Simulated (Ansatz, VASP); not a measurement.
**Two plane-wave programs on Pb**

The input INCAR:

```
PREC = Accurate
ENCUT = 520
EDIFF = 1E-7
ISMEAR = -1
SIGMA = 0.05
LREAL = False
LASPH = True
NELM = 100
ALGO = Normal
ISIF = 2
LWAVE = False
LCHARG = False
GGA = PE
NBANDS = 21
```

File KPOINTS:

```
regular mesh
0
Gamma
  9 9 5
```

Contents of POSCAR:

```
Pb
1.0
    3.5030470293      0.0000000000      0.0000000000
   -1.7515235146      3.0337277180      0.0000000000
    0.0000000000      0.0000000000      5.6270209464
Pb
2
Direct
    0.6666666667      0.3333333333      0.7500000000
    0.3333333333      0.6666666667      0.2500000000
```

File input.yaml:

```yaml
crystal:
  lattice:
    - [3.5030470293, 0.0, 0.0]
    - [-1.7515235146, 3.033727718, 0.0]
    - [0.0, 0.0, 5.6270209464]
  atoms:
    - { symbol: Pb, position: [0.6666666667, 0.3333333333, 0.75] }
    - { symbol: Pb, position: [0.3333333333, 0.6666666667, 0.25] }
hamiltonian:
  xc: pbe
  pseudopotentials: { kind: paw }
kpoints:
  mp_grid: { grid: [9, 9, 5] }
scf:
  occupations: { method: fermi_dirac, width: 0.05 }
output:
  forces: true
  stress: true
  eigenvalues: true
```

Change from the starting cell: volume scaled by 1.02.

Alike in both runs: task single point; functional PBE; k mesh 9 × 9 × 5; occupations fermi-dirac, width 0.05 eV; no spin polarisation.

|  | VASP | Ansatz |
| --- | --- | --- |
| version | VASP 6.6.1 | Ansatz 0.2.0 |
| potentials or method | VASP PAW PBE potentials, release 64 (Pb_d) | Ansatz PAW |
| plane-wave cutoff (eV) | 520 | 420 |
| valence electrons in the cell | 28 | 28 |

VASP gave:

```
gap on the k mesh at the Fermi level (eV)       : none
pressure (GPa)                                  : 3.0
largest component of the traceless stress (GPa) : 2.27
```

Problem. What did Ansatz give for the same quantities?

Solution. gap on the k mesh at the Fermi level (eV): none; pressure (GPa): 3.1; largest component of the traceless stress (GPa): 2.29.

A gap of «none» marks a metal or a gap that the smearing closes.

Spin-orbit coupling is left out, which matters for the levels of Pb.
